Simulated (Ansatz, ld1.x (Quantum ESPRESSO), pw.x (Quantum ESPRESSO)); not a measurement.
Tc: one change to the TM potential, in the atom and in the fcc crystal

technetium, norm-conserving Troullier–Martins (Kleinman–Bylander form), made with ld1.x (Quantum ESPRESSO) 7.5 (PBE, scalar-relativistic). Core [Kr], reference 4d5 5s2 5p0. Waves: 5p (bound, empty): rc 4.05 bohr; 4d (bound): rc 1.70 bohr; 5s (bound): rc 2.70 bohr. Local part: the s channel. Core correction: Bessel-smoothed model core, default radius (core density twice the valence density).

Change: wave 5s (bound): rc 2.70 bohr becomes 5s (bound): rc 2.98 bohr.

Cutoffs, loose and tight: the cutoffs (Ry, on a coarse ladder) from which the occupation-weighted sum of valence levels, in a spherical-Bessel basis at the reference potential, stays within 10 and 1 mRy of its value at 400 Ry. They do not see the model core or the augmentation charge, which bear on the density cutoff. Test errors are all-electron minus pseudo excitation energies from the reference, over the configurations 4d5 5s1 5p0; 4d5 5s0 5p0; 4d4 5s0 5p0; 4d3 5s0 5p0; 4d4 5s2 5p1; 4d5 5s0 5p2; 4d5 5s1 5p1; variants that change the core or the reference have their own tests.

Crystal test: fcc Tc in pw.x 7.5, no spin, 15³ k-points, Fermi–Dirac smearing 0.01 Ry, cutoffs set for each file from its atomic test. The reference is all-electron LAPW (Ansatz 0.2.0) with the same functional, mesh and smearing; V0 and B0 come from Birch–Murnaghan fits to the pressures at five volumes. Errors are pseudo minus all-electron; Δ is the rms difference of the E(V) curves that follow from these fits, minima aligned, over ±6 % about the mean V0. Mesh and smearing are coarse, so the numbers serve the comparison and aren't converged zero-temperature values; the lattice is a test structure that the element need not adopt.

All-electron: a0 = 3.873 Å (V0 = 14.52 Å³/atom), B0 = 295.3 GPa.

Task: Does the change bring the crystal closer to the all-electron result?

Result: The mean pressure error goes from +22.96 to +20.22 GPa, so the change moves the solid closer to the all-electron pressures. Neither pressure curve crosses zero within the volumes sampled, so no fits are given.

```csv
quantity,base,changed
outcome (atom),generated,generated
"cutoff, loose (atom)",45 Ry,45 Ry
"cutoff, tight (atom)",55 Ry,55 Ry
bound ghosts (atom),none,none
largest test error (meV) (atom),-996,-263 over the solved tests; 1 of 7 tests not solved or not reliable
cutoffs in pw.x (Ry),70/280,70/280
mean pressure error (GPa),+22.96,+20.22
```

Base: The largest radius (4.05 bohr) exceeds half the bond length (2.59 bohr), so the spheres overlap, which is one possible source of error among others. This is a poor potential for the solid. Changed file: The largest radius (4.05 bohr) exceeds half the bond length (2.59 bohr), so the spheres overlap, which is one possible source of error among others. This is a poor potential for the solid. Atomic configuration tests: 1 of 7 tests not solved or not reliable. The atomic cutoffs weigh occupied waves only.
